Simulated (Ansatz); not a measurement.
## 47Ti nuclear quadrupole resonance in TiO2

Cell: a structure deposited in the COD, its atoms then relaxed with PBE in this cell.

Space group P4_2/mnm (No. 136); a = 4.5922, c = 2.9574 Å.

```csv
site,Wyckoff,site symmetry,x,y,z
Ti,2a,m.mm,0.0000,0.0000,0.0000
O,4f,m.2m,0.3042,0.3042,0.0000
```

One atom of each set is listed.

Method: Kohn–Sham DFT in Ansatz, PBE, plane waves and PAW, scalar-relativistic, 420 eV cutoff, Γ-centred 7×7×10 k-points, Fermi–Dirac smearing 0.02 eV.

47Ti: I = 5/2, Q = 302.0 mb (year-2017 value). Static lattice, zero field.

Q: Predict the zero-field 47Ti lines of each site.

A: For I = 5/2 and η = 0 the lines are 3|C_Q|/20 and twice that; η pulls their ratio below 2.

```tsv
site	atoms	V_zz (10²¹ V/m²)	C_Q (MHz)	η	line frequencies (MHz)
Ti	2	-1.99	-14.6	0.09	2.20, 4.36
```

Q: And for ⁴⁹Ti (I = 7/2, Q = 247.0 mb) on Ti?

A: C_Q scales with Q to -11.9 MHz, with lines at 0.874, 1.69, 2.55 MHz.

At this cell the PBE pressure is 5 GPa, so with PBE the cell would grow if it were relaxed.
